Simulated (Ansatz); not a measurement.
SiO₂: the change of pressure and largest V_zz with volume scale

All results are calculated (Ansatz 0.2.0). Periodic Kohn-Sham DFT of a crystal at fixed atoms, scaled to volume_scale times the given cell; pressure positive in compression, energy less spherical unpolarised free atoms, largest_vzz the field gradient of largest size among the nuclei.

The cell before it is scaled or strained (space group I-42d, No. 122):
```
CELL_PARAMETERS angstrom
-2.37410 2.37410 3.74400
2.37410 -2.37410 3.74400
2.37410 2.37410 -3.74400
ATOMIC_POSITIONS crystal
Si 0.00000 0.00000 0.00000
Si 0.75000 0.25000 0.50000
O 0.99838 0.62500 0.87338
O 0.37500 0.24838 0.37338
O 0.75162 0.12500 0.12662
O 0.87500 0.00162 0.62662
```

Settings of every row: method frozen-core PAW; functional PBEsol; relativity scalar; k mesh 7x7x7; filling fermi-dirac; smearing width 0.03 eV; wave cutoff 420 eV; paw set soft_2.

Atom start moment: 0 on all atoms.

Limits: PAW files made with PBE.

| row | volume scale | V (Å³/atom) | pressure (GPa) | largest V_zz (1e21 V/m^2) |
| --- | --- | --- | --- | --- |
| 1 | 0.94 | 13.224 | 13.027 | 7.82 |
| 2 | 0.96 | 13.506 | 8.634 | 8.145 |
| 3 | 0.98 | 13.786 | 4.666 | 8.462 |
| 4 | 0.99 | 13.928 | 2.827 | 8.615 |
| 5 | 1 | 14.068 | 1.079 | 8.768 |
| 6 | 1.01 | 14.208 | ? | ? |
| 7 | 1.02 | 14.348 | -2.162 | 9.067 |
| 8 | 1.04 | 14.631 | -5.088 | 9.357 |
| 9 | 1.06 | 14.911 | -7.733 | 9.638 |

Question: what pressure and largest V_zz should row 6 give?

Worked fit of pressure. Take u = (V_r/V)^(2/3) − 1 with V_r = 13.998 Å³ an atom, which is twice the finite (Eulerian) strain; such expansions in the strain, on which the Birch-Murnaghan equation of state is built, carry the rest volume and the bulk modulus. The shown rows have u = 0.03865, 0.02414, 0.01023, 0.00335, -0.00332, -0.01633, -0.02905, -0.04125. Least squares give pressure = 1.9369 + 261.423 × u + 658.88 × u² GPa; a straight line predicts inner rows, each left out in turn, worse (root mean square 0.34 against 0.012 GPa). The rows lie off it by 0.002, 0.002, -0.014, 0.007, 0.003, -0.006, 0.013, -0.007 (root mean square 0.008 GPa). The pressure vanishes at u = -0.0076, or V = 14.16 Å³ an atom, and there the bulk modulus at fixed shape and fractions is B = −V dP/dV = (2/3)(1 + u) dP/du = 166 GPa. Letting shape and atoms relax would as a rule lower it, by much in layered, chain or molecular crystals. The withheld row has u = -0.00988, so the fit gives 1.9369 + 261.423 × (-0.00988) + 658.88 × (-0.00988)² = -0.582 GPa.

The calculation gave -0.582 GPa. The fit meets it to the printed digit.

Worked fit of largest V_zz. Take t = volume scale − 1. The shown rows have t = -0.06, -0.04, -0.02, -0.01, 0, 0.02, 0.04, 0.06. Least squares give largest V_zz = 8.7683 + 15.149 × t − 10.9 × t² 1e21 V/m^2; a straight line predicts inner rows, each left out in turn, worse (root mean square 0.012 against 0.0007 1e21 V/m^2). The rows lie off it by 0.000, 0.000, 0.001, -0.001, 0.000, 0.000, 0.000, 0.000. The withheld row has t = 0.01, so the fit gives 8.7683 + 15.149 × (0.01) − 10.9 × (0.01)² = 8.919 1e21 V/m^2.

The calculation gave 8.919 1e21 V/m^2. The fit meets it to the printed digit.
